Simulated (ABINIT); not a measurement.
# PbSe (Clausthalite) (Fm-3m) in ABINIT: further runs, part 2 of 2

ABINIT 10.8.3 (patched build). Earlier steps stand in the parts before.

## (4) Band structure, WC

run.abi reads:

```
# Datasets: ground state, then fixed potential
ndtset 2

# Pseudopotentials
pp_dirpath "./"
pseudos "Pb.GGA_PBE-JTH.xml, Se.GGA_PBE-JTH.xml"

# Structure
acell 3*1.0 Angstrom
rprim
     0.0000000000     3.0606500000     3.0606500000
     3.0606500000     0.0000000000     3.0606500000
     3.0606500000     3.0606500000     0.0000000000
ntypat 2
znucl 82 34
natom 2
typat 1 2
xcart
     0.0000000000     0.0000000000     0.0000000000
     5.7837902633     5.7837902633     5.7837902633

# Plane-wave basis
ecut 17.0
pawecutdg 34.0

# Exchange and correlation
ixc 23

# Bands and occupations
occopt 3
tsmear 0.05 eV

# SCF cycle
nstep 100

# Output
iomode 3
prtwf 0
prteig 0
prtebands 0
enunit 1
prtden1 1
prtvha1 1
prtvclmb1 1
prtpot1 1

# Dataset 1
kptopt1 1
ngkpt1 8 8 8
nshiftk1 1
shiftk1 0.0 0.0 0.0
nband1 14
tolvrs1 1.0e-9

# Dataset 2: bands along G-X-W-K-G-L-U-W-L-K
iscf2 -2
getden2 1
nband2 18
nbdbuf2 2
tolwfr2 1.0e-12
kptopt2 -9
ndivsm2 8
prteig2 1
prtvol2 -3
kptbounds2
     0.0000000000     0.0000000000     0.0000000000
     0.5000000000     0.0000000000     0.5000000000
     0.5000000000     0.2500000000     0.7500000000
     0.3750000000     0.3750000000     0.7500000000
     0.0000000000     0.0000000000     0.0000000000
     0.5000000000     0.5000000000     0.5000000000
     0.6250000000     0.2500000000     0.6250000000
     0.5000000000     0.2500000000     0.7500000000
     0.5000000000     0.5000000000     0.5000000000
     0.3750000000     0.3750000000     0.7500000000
```

Potentials or basis: JTH PAW PBE v2.0.

On the command line:

```console
$ abinit run.abi > log 2>&1
```

run.abo:

```text
.Version 10.8.3 of ABINIT
 DATASET    1 : space group Fm -3 m (#225); Bravais cF (face-center cubic)
================================================================================
 Values of the parameters that define the memory need for DATASET  1.
     intxc =       0    ionmov =       0      iscf =      17    lmnmax =      18
     lnmax =       6     mgfft =      32  mpssoang =       3    mqgrid =    3001
     natom =       2  nloc_mem =       2    nspden =       1   nspinor =       1
    nsppol =       1      nsym =      48    n1xccc =       1    ntypat =       2
    occopt =       3   xclevel =       2
       mpw =        1314          nfft =       32768          nkpt =          29
 PAW method is used; the additional fine FFT grid is defined by:
   mgfftf=        45    nfftf =     91125
================================================================================
================================================================================

 DATASET    2 : space group Fm -3 m (#225); Bravais cF (face-center cubic)
[... 1897 lines left out ...]
   0.99756    1.30703    7.05648    7.70470    9.10279    9.48518   13.86364   13.97851
  16.04187   17.08471

== END DATASET(S) ==============================================================
================================================================================

 -outvars: echo values of variables after computation  --------
            acell      1.8897261259E+00  1.8897261259E+00  1.8897261259E+00 Bohr
           etotal1    -7.0881903532E+01
            fcart1    -0.0000000000E+00 -0.0000000000E+00 -0.0000000000E+00
                      -0.0000000000E+00 -0.0000000000E+00 -0.0000000000E+00
            rprim      0.0000000000E+00  3.0606500000E+00  3.0606500000E+00
                       3.0606500000E+00  0.0000000000E+00  3.0606500000E+00
                       3.0606500000E+00  3.0606500000E+00  0.0000000000E+00
           strten1     5.1027072370E-05  5.1027072370E-05  5.1027072370E-05
                       0.0000000000E+00  0.0000000000E+00  0.0000000000E+00
           xangst      0.0000000000E+00  0.0000000000E+00  0.0000000000E+00
                       3.0606500000E+00  3.0606500000E+00  3.0606500000E+00
             xred      0.0000000000E+00  0.0000000000E+00  0.0000000000E+00
                       5.0000000000E-01  5.0000000000E-01  5.0000000000E-01
 Calculation completed.
```

Wall time 85 s (1 thread of Arm Neoverse V2, shared host); peak memory 0.15 GiB.

What came out:

```
Free energy                                           : -1928.7949 eV
Band gap on the k mesh                                : 0.19 eV, direct
Valence electrons inside the program's atomic spheres : Pb 11.31; Se 3.90
```

Levels at the corners of the path, in eV from the valence-band top:
| point | band 8 | band 9 | band 10 | band 11 | band 12 | band 13 |
| --- | --- | --- | --- | --- | --- | --- |
| Γ | -1.86 | -1.86 | -1.86 | 4.68 | 4.68 | 4.68 |
| X | -5.01 | -3.23 | -3.23 | 3.61 | 5.58 | 5.58 |
| W | -4.25 | -4.25 | -0.77 | 1.83 | 4.89 | 4.89 |
| K | -4.60 | -2.72 | -2.41 | 3.34 | 3.99 | 5.39 |
| Γ | -1.86 | -1.86 | -1.86 | 4.68 | 4.68 | 4.68 |
| L | -1.43 | -1.43 | 0.00 | 0.19 | 1.65 | 1.65 |
| U | -4.60 | -2.72 | -2.41 | 3.34 | 3.99 | 5.39 |
| W | -4.25 | -4.25 | -0.77 | 1.83 | 4.89 | 4.89 |
| L | -1.43 | -1.43 | 0.00 | 0.19 | 1.65 | 1.65 |
| K | -4.60 | -2.72 | -2.41 | 3.34 | 3.99 | 5.39 |

Caveat: the cutoff is too short for stress, so the log's stress isn't used; the PAW data sets were made with another functional, which shifts forces and pressure a little; spin-orbit coupling is left out, which as a rule narrows the gap of such compounds by several tenths of an eV.

## (5) Band structure, rSCAN

Edit run.abi of step 4 so:

```diff
@@ -5,10 +5,10 @@
 pp_dirpath "./"
-pseudos "Pb.GGA_PBE-JTH.xml, Se.GGA_PBE-JTH.xml"
+pseudos "Pb.GGA_PBE-JTH_sp.xml, Se.GGA_PBE-JTH.xml"
 
 # Structure
-acell 3*1.0 Angstrom
+acell 4.3284127397 4.3284127397 4.3284127397 Angstrom
 rprim
-     0.0000000000     3.0606500000     3.0606500000
-     3.0606500000     0.0000000000     3.0606500000
-     3.0606500000     3.0606500000     0.0000000000
+     0.0000000000     0.7071067812     0.7071067812
+     0.7071067812     0.0000000000     0.7071067812
+     0.7071067812     0.7071067812     0.0000000000
 ntypat 2
@@ -17,12 +17,14 @@
 typat 1 2
-xcart
+xred
      0.0000000000     0.0000000000     0.0000000000
-     5.7837902633     5.7837902633     5.7837902633
+     0.5000000000     0.5000000000     0.5000000000
 
 # Plane-wave basis
-ecut 17.0
-pawecutdg 34.0
+ecut 489.804952 eV
+pawecutdg 36.0
 
 # Exchange and correlation
-ixc 23
+ixc -493494
+usekden 1
+pawxcdev 0
 
@@ -30,3 +32,3 @@
 occopt 3
-tsmear 0.05 eV
+tsmear 0.00183747
 
@@ -42,5 +44,3 @@
 prtden1 1
-prtvha1 1
-prtvclmb1 1
-prtpot1 1
+prtkden1 1
 
@@ -51,4 +51,4 @@
 shiftk1 0.0 0.0 0.0
-nband1 14
-tolvrs1 1.0e-9
+nband1 9
+tolvrs1 1.0e-7
 
@@ -57,3 +57,4 @@
 getden2 1
-nband2 18
+getkden2 1
+nband2 13
 nbdbuf2 2
```

Potentials or basis: JTH PAW PBE v2.0 sp.

On the command line:

```console
$ abinit run.abi > log 2>&1
```

It took 2.7 min on 1 thread of Arm Neoverse V2, shared host; peak memory 0.16 GiB.

It converged, with:

* Free energy: 1024.2331 eV
* Pressure: 1.5 GPa
* Band gap on the k mesh: 0.58 eV, direct
* Band gap along the path: 0.58 eV, direct
* Valence electrons inside the program's atomic spheres: Pb 2.51; Se 3.94

Levels at the corners of the path, in eV from the valence-band top:
```
point  band 1  band 2  band 3  band 4  band 5  band 6  band 7  band 8  band 9  band 10
    Γ  -14.12   -6.39   -1.95   -1.95   -1.95    5.05    5.05    5.05    6.61     6.61
    X  -12.79   -7.59   -5.13   -3.35   -3.35    3.97    6.01    6.01    6.51     9.13
    W  -12.72   -8.26   -4.37   -4.37   -0.86    2.15    5.34    5.34    7.83     7.83
    K  -12.76   -8.28   -4.72   -2.84   -2.46    3.71    4.27    5.87    6.08     9.44
    Γ  -14.12   -6.39   -1.95   -1.95   -1.95    5.05    5.05    5.05    6.61     6.61
    L  -13.01   -9.09   -1.60   -1.60    0.00    0.58    1.90    1.90    8.39     9.42
    U  -12.76   -8.28   -4.72   -2.84   -2.46    3.71    4.27    5.87    6.08     9.44
    W  -12.72   -8.26   -4.37   -4.37   -0.86    2.15    5.34    5.34    7.83     7.83
    L  -13.01   -9.09   -1.60   -1.60    0.00    0.58    1.90    1.90    8.39     9.42
    K  -12.76   -8.28   -4.72   -2.84   -2.46    3.71    4.27    5.87    6.08     9.44
```

Caveat: totals of a meta-GGA on PAW files have another zero than those of a GGA; the PAW data sets were made with another functional, which shifts forces and pressure a little; spin-orbit coupling is left out, which as a rule narrows the gap of such compounds by several tenths of an eV; this set keeps more shells in the core, which shifts pressures and gaps.

## (6) The runs side by side

```tsv
level	potentials or basis	cutoff (eV)	fine-grid cutoff	gap on the mesh (eV)	pressure (GPa)
LDA-VWN	JTH PAW LDA v2.0	463	925.187 eV	0.18	-
SOGGA	JTH PAW PBE v2.0 sp	408	816.342 eV	0.18	-1.2
WC	JTH PAW PBE v2.0	463	925.187 eV	0.19	-
rSCAN	JTH PAW PBE v2.0 sp	490	979.61 eV	0.58	1.5
```

Alike in all rows: task band structure; no spin polarisation; cell as given; k mesh 8 × 8 × 8; smearing fermi-dirac 0.05 eV.

Caveats: spin-orbit coupling is left out, which as a rule narrows the gap of such compounds by several tenths of an eV; the PAW data sets were made with another functional, which shifts forces and pressure a little (some runs); this set keeps more shells in the core, which shifts pressures and gaps (some runs); totals of a meta-GGA on PAW files have another zero than those of a GGA (some runs).

Absolute energies hang on the potentials; compare differences alone.

## (7) How close it comes

Step 2. Measured gap of PbSe: 0.15 eV (direct; 4.2 K; a printed reference work, monograph). This calculation gives 0.18 eV (+0.03 eV). 2 values of this kind are on record (0.15 to 0.28 eV); this one was drawn at random. Spin-orbit coupling on Pb, Se is left out. The value is that of LDA-VWN on a finite k mesh, which can miss the band edges, without temperature or zero-point motion.

Step 3. A measured gap of PbSe is 0.28 eV (direct; 300 K; a printed reference work, monograph); the calculated 0.18 eV misses it by -0.10 eV. 2 values of this kind are on record (0.15 to 0.28 eV); this one was drawn at random. Spin-orbit coupling on Pb, Se is left out. The value is that of SOGGA, without temperature or zero-point motion.

Step 4. Against the measured gap of PbSe, 0.15 eV (direct; 4.2 K; a printed reference work, monograph), the calculated 0.19 eV is off by +0.04 eV. 2 values of this kind are on record (0.15 to 0.28 eV); this one was drawn at random. Spin-orbit coupling on Pb, Se is left out. The value is that of WC on a finite k mesh, which can miss the band edges, without temperature or zero-point motion.

Step 5. Against the measured gap of PbSe, 0.15 eV (direct; 4.2 K; a printed reference work, monograph), the calculated 0.58 eV is off by +0.43 eV. 2 values of this kind are on record (0.15 to 0.28 eV); this one was drawn at random. Spin-orbit coupling on Pb, Se is left out. The value is that of rSCAN, without temperature or zero-point motion.
